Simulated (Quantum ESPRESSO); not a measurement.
## Tl under changes of volume

One of the cells (28.575 Å³/atom); the others are scaled copies at fixed shape and fractional positions:

```
CELL_PARAMETERS angstrom
3.45600 0.00000 0.00000
-1.72800 2.99298 0.00000
0.00000 0.00000 5.52500
ATOMIC_POSITIONS crystal
Tl 0.66667 0.33333 0.75000
Tl 0.33333 0.66667 0.25000
```

* Program: Quantum ESPRESSO 7.5
* Functional: PBE
* Potentials or basis: SSSP 1.3 efficiency PBE
* Cutoff: 748 eV
* Density cutoff: 5987 eV
* k mesh: 9 × 9 × 5
* Occupations: fermi-dirac, width 0.05 eV
* Spin: no spin polarisation

```tsv
volume (Å³/atom)	energy over the lowest point (meV/atom)	pressure (GPa)
26.860	?	?
27.432	55.50	5.0
28.003	38.09	3.9
28.575	24.20	3.0
29.146	13.47	2.2
29.718	5.52	1.5
30.289	0.00	0.8
```

Problem. What does the run at 26.860 Å³/atom give?

Solution. Energy over the lowest point 76.87 meV/atom; pressure 6.1 GPa.

Worked out: A Birch-Murnaghan fit of order 3 (a polynomial in V^(-2/3)) to the other rows has no minimum within the range. It gives 76.99 meV/atom at 26.860 Å³/atom, against the run's 76.87, and -dE/dV = 6.6 GPa, against 6.1.

Energies are extrapolated to zero smearing.
